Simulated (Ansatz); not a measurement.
A run of Ansatz 0.2.0 is set up as follows.

File input.yaml:

```yaml
crystal:
  lattice:
    - [3.111, 0.0, 0.0]
    - [-1.5555, 2.6942050312, 0.0]
    - [0.0, 0.0, 5.093]
  atoms:
    - { symbol: Li, position: [0.6666666667, 0.3333333333, 0.75] }
    - { symbol: Li, position: [0.3333333333, 0.6666666667, 0.25] }
hamiltonian:
  xc: pbesol
  pseudopotentials: { kind: paw }
kpoints:
  mp_grid: { grid: [10, 10, 5] }
scf:
  occupations: { method: fermi_dirac, width: 0.05 }
output:
  forces: true
  stress: true
  eigenvalues: true
relax:
  f_tol: 0.01
  max_steps: 40
  cell: { stress_tol: 0.05, p_target: 20.0 }
```

Potentials or basis: Ansatz PAW.

The run is started by

```console
$ ansatz run input.yaml --threads 2 --pin off --max-ram 5632MiB --backend cpu --events-out ev --progress --plain --runs-dir out
```

(1) Estimate the relaxed cell.

(2) What does it give for the relaxed volume?

(3) What does it give for the space group after relaxing (to 0.05 Å)?

(4) Predict the band gap on the k mesh.

Results:

(1) a = 2.525 Å, b = 2.525 Å, c = 4.139 Å, α = 90.00°, β = 90.00°, γ = 120.00°.

(2) 11.43 Å³/atom.

(3) P6_3/mmc (No. 194).

(4) none (metal or under the smearing width).

Caveat: the volume moved by over 15 % at a fixed basis, so the end points are rough.
